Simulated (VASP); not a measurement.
Wanted: the native input for a VASP 6.6.1 run.

* Task: relaxation of cell and atoms
* Functional: PBEsol
* Potentials or basis: VASP PAW PBE potentials, release 64 (Cd, S)
* Cutoff: 600 eV
* k mesh: 9 × 9 × 4
* Occupations: gaussian, width 0.03 eV
* Spin: no spin polarisation
* Further INCAR settings: ALGO = Normal; EDIFF = 1e-06; IBRION = 2; EDIFFG = -0.01; NSW = 90; ISIF = 3

The structure of CdS (Greenockite) lies in POSCAR:

```
CdS
1.0
    4.1500000000      0.0000000000      0.0000000000
   -2.0750000000      3.5940054257      0.0000000000
    0.0000000000      0.0000000000      6.7370000000
Cd S
2 2
Direct
    0.3333333333      0.6666666667      0.0000000000
    0.6666666667      0.3333333333      0.5000000000
    0.3333333333      0.6666666667      0.3750000000
    0.6666666667      0.3333333333      0.8750000000
```

One way to write it, as run:

INCAR

```
SYSTEM = CdS
PREC     = Accurate       ! precision mode
ENCUT    = 600            ! plane-wave cutoff, eV
EDIFF    = 1E-6           ! SCF threshold, eV
ISMEAR   = 0              ! smearing method
SIGMA    = 0.03           ! smearing width, eV
LREAL    = .FALSE.        ! projectors in reciprocal space
LASPH    = .TRUE.         ! aspherical terms in the spheres
NELM     = 80             ! most SCF steps
ALGO     = Normal         ! electronic algorithm
ISIF     = 3              ! what is computed and relaxed
LWAVE    = .FALSE.        ! write WAVECAR
LCHARG   = .FALSE.        ! write CHGCAR
GGA      = PS             ! functional
IBRION   = 2              ! ionic algorithm
NSW      = 90             ! ionic steps
EDIFFG   = -0.01          ! ionic threshold
KPAR     = 2
```

KPOINTS

```
regular mesh
0
G
  9 9 4
  0 0 0
```

Potentials or basis: VASP PAW PBE potentials, release 64 (Cd, S).

Command:

```bash
$ cat potpaw_PBE.64/Cd/POTCAR potpaw_PBE.64/S/POTCAR > POTCAR
$ mpirun -np 2 vasp_std > vasp.out
```

Results of the run:

| Quantity | Value |
| --- | --- |
| Relaxed volume | 24.85 Å³/atom |
| Relaxed cell | a = 4.129 Å, b = 4.129 Å, c = 6.732 Å, α = 90.00°, β = 90.00°, γ = 120.00° |
| Space group after relaxing (to 0.05 Å) | P6_3mc (No. 186) |
| Energy gained by relaxing | 0.8 meV/atom |
| Ionic steps | 3 |
| Pressure after relaxing | 0.0 GPa |
| Largest force after relaxing | 0.005 eV/Å |
| Band gap on the k mesh | 1.08 eV, direct |

Caveat: the PAW data sets were made with another functional, which shifts forces and pressure a little.

Wall time 51 s on 2 MPI ranks on AMD EPYC 9R45 96-Core Processor (Zen 5), with other jobs on the host, peak memory 0.28 GiB a rank.
